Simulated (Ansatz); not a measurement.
# SiC: the cost of one run

Program: Ansatz 0.2.0. Level of theory: DFT PBE, scalar-relativistic, plane waves, PAW. These are calculated values, not measurements.

### 1 The structure to begin with

It takes space group F-43m (No. 216, cubic). Conventional cell: a = 4.358 Å, b = 4.358 Å, c = 4.358 Å, α = 90.00°, β = 90.00°, γ = 90.00°. Si (site symmetry -43m) has 4 C at 1.89 Å as nearest neighbours. Around C (site symmetry -43m) lie 4 Si at 1.89 Å.

As a file:

```cif
data_structure
_symmetry_space_group_name_H-M 'F-43m'
_symmetry_Int_Tables_number 216
_cell_length_a 4.3580
_cell_length_b 4.3580
_cell_length_c 4.3580
_cell_angle_alpha 90.000
_cell_angle_beta 90.000
_cell_angle_gamma 90.000
_cell_volume 82.77
loop_
_atom_site_label
_atom_site_type_symbol
_atom_site_symmetry_multiplicity
_atom_site_Wyckoff_symbol
_atom_site_fract_x
_atom_site_fract_y
_atom_site_fract_z
_atom_site_occupancy
Si1 Si 4 a 0.00000 0.00000 0.00000 1
C1 C 4 c 0.25000 0.75000 0.75000 1
```

The runs take a perfect supercell of 54 atoms; the defect goes to fractional position (0.083, 0.083, 0.083).

### 2 The perfect supercell

The input, input.yaml:

```yaml
crystal:
  lattice:
    - [0.0, 6.537, 6.537]
    - [6.537, 0.0, 6.537]
    - [6.537, 6.537, 0.0]
  atoms:
    - { symbol: Si, position: [0.0, 0.0, 0.0] }
    - { symbol: Si, position: [0.0, 0.0, 0.333333] }
    - { symbol: Si, position: [0.0, 0.0, 0.666667] }
    - { symbol: Si, position: [0.0, 0.333333, 0.0] }
    - { symbol: Si, position: [0.0, 0.333333, 0.333333] }
    - { symbol: Si, position: [0.0, 0.333333, 0.666667] }
    - { symbol: Si, position: [0.0, 0.666667, 0.0] }
    - { symbol: Si, position: [0.0, 0.666667, 0.333333] }
    - { symbol: Si, position: [0.0, 0.666667, 0.666667] }
    - { symbol: Si, position: [0.333333, 0.0, 0.0] }
    - { symbol: Si, position: [0.333333, 0.0, 0.333333] }
    - { symbol: Si, position: [0.333333, 0.0, 0.666667] }
    - { symbol: Si, position: [0.333333, 0.333333, 0.0] }
    - { symbol: Si, position: [0.333333, 0.333333, 0.333333] }
    - { symbol: Si, position: [0.333333, 0.333333, 0.666667] }
    - { symbol: Si, position: [0.333333, 0.666667, 0.0] }
    - { symbol: Si, position: [0.333333, 0.666667, 0.333333] }
    - { symbol: Si, position: [0.333333, 0.666667, 0.666667] }
    - { symbol: Si, position: [0.666667, 0.0, 0.0] }
    - { symbol: Si, position: [0.666667, 0.0, 0.333333] }
    - { symbol: Si, position: [0.666667, 0.0, 0.666667] }
    - { symbol: Si, position: [0.666667, 0.333333, 0.0] }
    - { symbol: Si, position: [0.666667, 0.333333, 0.333333] }
    - { symbol: Si, position: [0.666667, 0.333333, 0.666667] }
    - { symbol: Si, position: [0.666667, 0.666667, 0.0] }
    - { symbol: Si, position: [0.666667, 0.666667, 0.333333] }
    - { symbol: Si, position: [0.666667, 0.666667, 0.666667] }
    - { symbol: C, position: [0.083333, 0.083333, 0.083333] }
    - { symbol: C, position: [0.083333, 0.083333, 0.416667] }
    - { symbol: C, position: [0.083333, 0.083333, 0.75] }
    - { symbol: C, position: [0.083333, 0.416667, 0.083333] }
    - { symbol: C, position: [0.083333, 0.416667, 0.416667] }
    - { symbol: C, position: [0.083333, 0.416667, 0.75] }
    - { symbol: C, position: [0.083333, 0.75, 0.083333] }
    - { symbol: C, position: [0.083333, 0.75, 0.416667] }
    - { symbol: C, position: [0.083333, 0.75, 0.75] }
    - { symbol: C, position: [0.416667, 0.083333, 0.083333] }
    - { symbol: C, position: [0.416667, 0.083333, 0.416667] }
    - { symbol: C, position: [0.416667, 0.083333, 0.75] }
    - { symbol: C, position: [0.416667, 0.416667, 0.083333] }
    - { symbol: C, position: [0.416667, 0.416667, 0.416667] }
    - { symbol: C, position: [0.416667, 0.416667, 0.75] }
    - { symbol: C, position: [0.416667, 0.75, 0.083333] }
    - { symbol: C, position: [0.416667, 0.75, 0.416667] }
    - { symbol: C, position: [0.416667, 0.75, 0.75] }
    - { symbol: C, position: [0.75, 0.083333, 0.083333] }
    - { symbol: C, position: [0.75, 0.083333, 0.416667] }
    - { symbol: C, position: [0.75, 0.083333, 0.75] }
    - { symbol: C, position: [0.75, 0.416667, 0.083333] }
    - { symbol: C, position: [0.75, 0.416667, 0.416667] }
    - { symbol: C, position: [0.75, 0.416667, 0.75] }
    - { symbol: C, position: [0.75, 0.75, 0.083333] }
    - { symbol: C, position: [0.75, 0.75, 0.416667] }
    - { symbol: C, position: [0.75, 0.75, 0.75] }
basis:
  ecutwfc: 420
  fft_grid_basis: typed
kpoints:
  mp_grid: { grid: [2, 2, 2] }
hamiltonian:
  xc: pbe
  pseudopotentials: { kind: paw }
scf:
  occupations: { method: gaussian, width: 0.05 }
output:
  forces: true
  stress: false
  eigenvalues: true
  bader: false
  write_density: true
  volumetric_format: npy
```

Command:

```sh
> ansatz run input.yaml --threads 4 --pin off --max-ram 10240MiB --backend cpu --events-out ev --progress --plain --runs-dir out
```

Q: Estimate wall time and peak memory on 4 threads of Intel Xeon Platinum 8488C (Sapphire Rapids), shared host.

About 2.7 s, with a peak of 1.7 GiB.
